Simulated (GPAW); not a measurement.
**Dielectric function and optical constants of SiC (Moissanite 3C)**

Aim: the dielectric function of SiC (Moissanite 3C), and the optical constants that follow from it.

Calculated with GPAW 26.7.0; DFT, PBE, plane-wave PAW (GPAW data sets), scalar-relativistic, RPA, optical limit.

## 1. Set-up

It takes space group F-43m (No. 216, cubic). The conventional cell has a = 4.358 Å, b = 4.358 Å, c = 4.358 Å, α = 90.00°, β = 90.00°, γ = 90.00°. Nearest to Si lie 4 C at 1.89 Å. Nearest to C lie 4 Si at 1.89 Å. Farther neighbours are not listed.

Structure file:

```cif
data_structure
_symmetry_space_group_name_H-M 'F-43m'
_symmetry_Int_Tables_number 216
_cell_length_a 4.3580
_cell_length_b 4.3580
_cell_length_c 4.3580
_cell_angle_alpha 90.000
_cell_angle_beta 90.000
_cell_angle_gamma 90.000
_cell_volume 82.77
loop_
_atom_site_label
_atom_site_type_symbol
_atom_site_symmetry_multiplicity
_atom_site_Wyckoff_symbol
_atom_site_fract_x
_atom_site_fract_y
_atom_site_fract_z
_atom_site_occupancy
Si1 Si 4 a 0.00000 0.00000 0.00000 1
C1 C 4 c 0.25000 0.25000 0.25000 1
```

## 2. Bands for the response

The response needs many more empty bands than the density does.

This step: DFT, PBE, plane-wave PAW (GPAW data sets), scalar-relativistic, bands at fixed density (GPAW 26.7.0).

nscf.py

```python
from ase.dft.bandgap import bandgap
from gpaw import GPAW, FermiDirac

calc = GPAW('gs.gpw').fixed_density(kpts={'size': (14, 14, 14), 'gamma': True}, nbands=25, convergence={'bands': 19},
                                    occupations=FermiDirac(0.001), txt='nscf.txt')
print('gap (eV)', bandgap(calc, output=None)[0])
print('direct gap (eV)', bandgap(calc, direct=True, output=None)[0])
print('top band over the Fermi level (eV)', min(calc.get_eigenvalues(kpt=k)[18] for k in range(len(calc.get_ibz_k_points()))) - calc.get_fermi_level())
calc.write('full.gpw', mode='all')
```

Launch:

```bash
OMP_NUM_THREADS=1 python nscf.py
```

Numbers of over 12 decimals in the logs are rounded to 6 here.

Output:

```text
Diagonalizing LCAO Hamiltonian
Converting LCAO to pw mode
convergence criteria:
- Maximum integral of absolute [eigenst]ate change: 4e-08 eV^2 / valence electron
maximum number of iterations: 150

SCF iterations
|iter     |      energy | eigst |  dens |
|iter:   1||             | +3.19 |       |
|iter:   2||             | +1.41 |       |
|iter:   3||             | -0.97 |       |
|iter:   4||             | -2.67 |       |
|iter:   5||             | -4.69 |       |
|iter:   6||             | -6.17 |       |
|iter:   7||             | -7.46c|       |
SCF steps: 7
  __  _  _
 | _ |_)|_||  |
 |__||  | ||/\| - 26.7.0

Versions:
  Python: 3.12.14
  ASE:    3.29.0
  Numpy:  2.5.5
  Scipy:  1.18.1
  Libxc:  7.0.0

Input parameters:
  mode=PW(ecut=550.0),
  convergence={'bands': 19},
  gpts=array([18, 18, 18]),
  kpts=MonkhorstPack(size=(14, 14, 14), gamma=True),
  maxiter=150,
  nbands=25,
  occupations=Occupations(name='fermi-dirac', width=0.001, fixmagmom=False),
  parallel={},
  xc=XC(name='PBE')

--- standard output ---
gap (eV) 1.350157
direct gap (eV) 4.542540
top band over the Fermi level (eV) 32.724550
```

Wall time 23 s (1 thread of Arm Neoverse V2, shared host); peak memory 0.17 GiB.

Numbers from this step:

| Item | Value |
| --- | --- |
| gap on the k-mesh | 1.350 eV |
| direct gap on the mesh | 4.543 eV |

## 3. Dielectric function, RPA

Local fields let the induced charge screen the field inside the cell, which as a rule lowers ε, most along directions where the density is uneven.

This step: DFT, PBE, plane-wave PAW (GPAW data sets), scalar-relativistic, RPA, optical limit (GPAW 26.7.0).

df.py

```python
from gpaw.response.df import DielectricFunction

df = DielectricFunction('full.gpw', frequencies={'type': 'nonlinear', 'domega0': 0.03, 'omega2': 8},
                        ecut=50,
                        eta=0.12,
                        nbands=19,
                        txt='df.txt')
for direction in ['x', 'z']:
    df.get_dielectric_function(xc='RPA', direction=direction, filename=f'df_{direction}.csv')
```

Launch:

```bash
OMP_NUM_THREADS=1 python df.py
```

Output:

```text
Using integrator: PointIntegrator
NonLinearFrequencyDescriptor(from 0.000 to 58.017 eV, 484 points)
Nonperiodic BCs:  [False False False]
Using integrator: PointIntegrator
NonLinearFrequencyDescriptor(from 0.000 to 58.017 eV, 484 points)
Nonperiodic BCs:  [False False False]

Calculating chi0 body with:
    Ground state adapter containing:
    Number of spins: 1
    Number of kpoints: 2744
    Number of irreducible kpoints: 104
    Number of completely occupied states: 4
    Number of partially occupied states: 4

    Linear response parametrization:
    q_c: [0.0, 0.0, 0.0]
    Number of frequency points: 484
    Planewave cutoff: 50.0
    Number of bands: 19
    Number of planewaves: 15
    Broadening (eta): 0.12

Integrating chi0 body.

Symmetries of q_c:
    Direct symmetries (Uq -> q): 24
    Indirect symmetries (TUq -> q): 24
In total 48 allowed symmetries.

104 groups of equivalent kpoints. 96.209913% reduction.

Integral kind: spectral function

Calculating chi0 optical extensions with:
    Ground state adapter containing:
    Number of spins: 1
    Number of kpoints: 2744
    Number of irreducible kpoints: 104
    Number of completely occupied states: 4
    Number of partially occupied states: 4

    Linear response parametrization:
    Number of frequency points: 484
    Planewave cutoff: 50.0
    Number of bands: 19
    Number of planewaves: 15
    Broadening (eta): 0.12
Integrating chi0 head and wings.

Symmetries of q_c:
    Direct symmetries (Uq -> q): 24
    Indirect symmetries (TUq -> q): 24
In total 48 allowed symmetries.

104 groups of equivalent kpoints. 96.209913% reduction.

Integral kind: spectral function wings
```

Run time: 4 s. Hardware: 1 thread; peak memory 0.2 GiB.

Read-outs, printed or worked out from the files:

* electronic dielectric constant ε∞, mean over x, y and z (by symmetry where fewer were run): 6.721
* main peak of Im epsilon, first axis: 6.797 eV

Some rows of df_x.csv (energy; Re and Im without local fields; Re and Im with them):

```text
0.000000, 7.111269, 0.000000, 6.721451, 0.000000
0.429336, 7.132737, 0.012068, 6.741152, 0.011074
0.878195, 7.202320, 0.025366, 6.804997, 0.023272
1.347938, 7.331160, 0.040929, 6.923177, 0.037534
1.840057, 7.537228, 0.060437, 7.112101, 0.055391
2.356191, 7.850728, 0.086977, 7.399301, 0.079643
2.898142, 8.326458, 0.127095, 7.834639, 0.116226
3.467895, 9.078144, 0.198290, 8.521383, 0.180977
4.067647, 10.418359, 0.379048, 9.742753, 0.344916
4.699832, 12.838645, 2.101286, 11.940621, 1.907539
5.367152, 14.723899, 5.139510, 13.639322, 4.572675
6.072622, 15.865020, 10.490065, 14.894940, 9.319026
6.819608, 5.391741, 24.977373, 5.404644, 23.389666
7.611886, 1.590933, 9.620911, 0.880144, 8.693843
8.453705, -4.993479, 15.036505, -3.092952, 13.469752
9.349861, -5.397400, 7.767319, -3.876031, 7.830303
10.305790, -5.171177, 5.470591, -4.410335, 5.742718
11.327680, -3.604421, 2.734355, -3.210324, 2.915131
12.422601, -2.697228, 2.976113, -2.101651, 3.200502
13.598673, -2.108529, 1.617055, -1.879240, 1.812215
```

The Im ε, E ∥ x or z has structure finer than the step of the table below, so its rows give means over 0.5 eV, whole bins alone (the curve runs from 0 to 14.0 eV). Peaks (eV: height): 6.82: 23.4, 8.33: 14.5.

Values under the direct gap are tails of Lorentzian lines. Table of Im ε, E ∥ x or z by photon energy; means over each step:

```csv
photon energy (eV),"Im ε, E ∥ x or z"
0.5,0.0130
1.0,0.0269
1.5,0.0428
2.0,0.0624
2.5,0.0884
3.0,0.126
3.5,0.189
4.0,0.327
4.5,1.15
5.0,2.91
5.5,5.89
6.0,8.96
6.5,16.1
7.0,19.4
7.5,8.96
8.0,10.9
8.5,12.2
9.0,8.06
9.5,6.93
10.0,6.41
10.5,5.24
11.0,3.75
11.5,2.63
12.0,2.51
12.5,3.04
13.0,2.08
13.5,1.86
```

Re ε, E ∥ x or z against photon energy:

```
photon energy (eV)  Re ε, E ∥ x or z
               0.0              6.72
               0.5              6.75
               1.0              6.83
               1.5              6.97
               2.0              7.19
               2.5              7.50
               3.0              7.94
               3.5              8.57
               4.0              9.56
               4.5              11.4
               5.0              12.7
               5.5              14.5
               6.0              14.5
               6.5              13.6
               7.0            -0.131
               7.5             0.195
               8.0              2.94
               8.5             -3.80
               9.0             -1.79
               9.5             -3.65
              10.0             -2.06
              10.5             -3.38
              11.0             -4.29
              11.5             -2.87
              12.0             -1.59
              12.5             -2.28
              13.0             -2.38
              13.5             -1.94
```

The loss function −Im 1/ε at q → 0, E ∥ x or z has structure finer than the step of the table below, so its rows give means over 0.5 eV, whole bins alone (the curve runs from 0 to 14.0 eV). Peaks (eV: height): 7.44: 0.117, 9.89: 0.152, 12.02: 0.300.

Values under the direct gap are tails of Lorentzian lines. The loss function −Im 1/ε at q → 0, E ∥ x or z by energy loss; means over each step:

| energy loss (eV) | loss function −Im 1/ε at q → 0, E ∥ x or z |
| --- | --- |
| 0.5 | 2.8e-4 |
| 1.0 | 5.7e-4 |
| 1.5 | 8.8e-4 |
| 2.0 | 0.00120 |
| 2.5 | 0.00157 |
| 3.0 | 0.00199 |
| 3.5 | 0.00255 |
| 4.0 | 0.00351 |
| 4.5 | 0.00853 |
| 5.0 | 0.0173 |
| 5.5 | 0.0257 |
| 6.0 | 0.0314 |
| 6.5 | 0.0361 |
| 7.0 | 0.0504 |
| 7.5 | 0.108 |
| 8.0 | 0.0876 |
| 8.5 | 0.0750 |
| 9.0 | 0.112 |
| 9.5 | 0.114 |
| 10.0 | 0.133 |
| 10.5 | 0.127 |
| 11.0 | 0.124 |
| 11.5 | 0.173 |
| 12.0 | 0.261 |
| 12.5 | 0.212 |
| 13.0 | 0.215 |
| 13.5 | 0.258 |

The refractive index n and extinction k by photon energy:

```csv
photon energy (eV),n,k
0.0,2.59,0
0.5,2.60,0.00249
1.0,2.61,0.00512
1.5,2.64,0.00808
2.0,2.68,0.0116
2.5,2.74,0.0161
3.0,2.82,0.0222
3.5,2.93,0.0318
4.0,3.09,0.0508
4.5,3.38,0.157
5.0,3.58,0.384
5.5,3.88,0.748
6.0,3.95,1.06
6.5,4.12,1.85
7.0,3.16,3.18
7.5,2.11,2.06
8.0,2.64,2.01
8.5,2.19,2.93
9.0,1.77,2.22
9.5,1.42,2.38
10.0,1.56,2.12
10.5,1.14,2.16
11.0,0.777,2.21
11.5,0.698,1.83
12.0,0.781,1.48
12.5,0.901,1.76
13.0,0.578,1.65
13.5,0.606,1.52
```

The Im ε, E ∥ x or z has structure finer than the step of the table below, so its rows give means over 0.5 eV, whole bins alone (the curve runs from 0 to 14.0 eV). Peaks (eV: height): without local fields 6.82: 25.0, 8.33: 17.0; with local fields 6.82: 23.4, 8.33: 14.5.

Values under the direct gap are tails of Lorentzian lines. Im ε, E ∥ x or z against photon energy; means over each step:

```
photon energy (eV)  without local fields  with local fields
               0.5                0.0141             0.0130
               1.0                0.0293             0.0269
               1.5                0.0467             0.0428
               2.0                0.0681             0.0624
               2.5                0.0966             0.0884
               3.0                 0.138              0.126
               3.5                 0.207              0.189
               4.0                 0.359              0.327
               4.5                  1.26               1.15
               5.0                  3.24               2.91
               5.5                  6.61               5.89
               6.0                  10.0               8.96
               6.5                  17.4               16.1
               7.0                  20.5               19.4
               7.5                  9.74               8.96
               8.0                  13.0               10.9
               8.5                  13.6               12.2
               9.0                  9.10               8.06
               9.5                  6.97               6.93
              10.0                  6.54               6.41
              10.5                  5.07               5.24
              11.0                  3.44               3.75
              11.5                  2.49               2.63
              12.0                  2.57               2.51
              12.5                  2.81               3.04
              13.0                  1.90               2.08
              13.5                  1.68               1.86
```

At chosen wavelengths:

| wavelength (nm) | n | k | R (%) | 1/α |
| --- | --- | --- | --- | --- |
| 1550 | 2.61 | 0.004 | 19.8 | 30 µm |
| 1064 | 2.62 | 0.006 | 20.0 | 14 µm |
| 800 | 2.64 | 0.008 | 20.4 | 7.6 µm |
| 532 | 2.72 | 0.014 | 21.3 | 2.9 µm |
| 405 | 2.83 | 0.023 | 22.8 | 1.4 µm |
| 308 | 3.10 | 0.052 | 26.3 | 468 nm |
| 248 | 3.58 | 0.384 | 32.2 | 51 nm |

Below the direct gap, k and the depth come from the tails of the Lorentzian lines, not from transitions.

Rows near the edge hang on the gap, which this functional as a rule makes too small, and phonon-assisted absorption is left out.

## 4. Summary of results

| Property | Result |
| --- | --- |
| electronic dielectric constant ε∞, mean over x, y and z (by symmetry where fewer were run) (RPA) | 6.72 |
| main peak of Im epsilon, first axis | 6.80 eV |

At this level (PBE, RPA) SiC has ε∞ = 6.72 and n = 2.61 at 1550 nm, and Im ε peaks at 6.8 eV. On the mesh the gap is 1.35 eV and the least direct gap 4.54 eV, so on this mesh the band edges lie at different points. Local fields change the static value along x from 7.11 to 6.72 (-5 %). Distinct maxima of Im ε, read by a parabola through the highest points, lie at 6.80 eV (23), 8.32 eV (15), 9.17 eV (8.9) and 10.12 eV (7.2). Excitons and phonon-assisted transitions are missing; PBE gaps are as a rule too small, which pulls the onset down and ε∞ up. The sum runs over mesh points, so small or evenly spaced maxima can still be ripples of the mesh.

[Machine, clock and banner lines and Python warnings are left out of the logs.]

[Logs are printed without paths, hosts, clocks, repeated set-up lines and the standing remarks that a program may print on its own settings, such as how far it seeks lower states.]

[Hosts, paths, dates, database ids (printed as entryN), source tags and the programs' standing remarks are cut or masked in the printed files.]
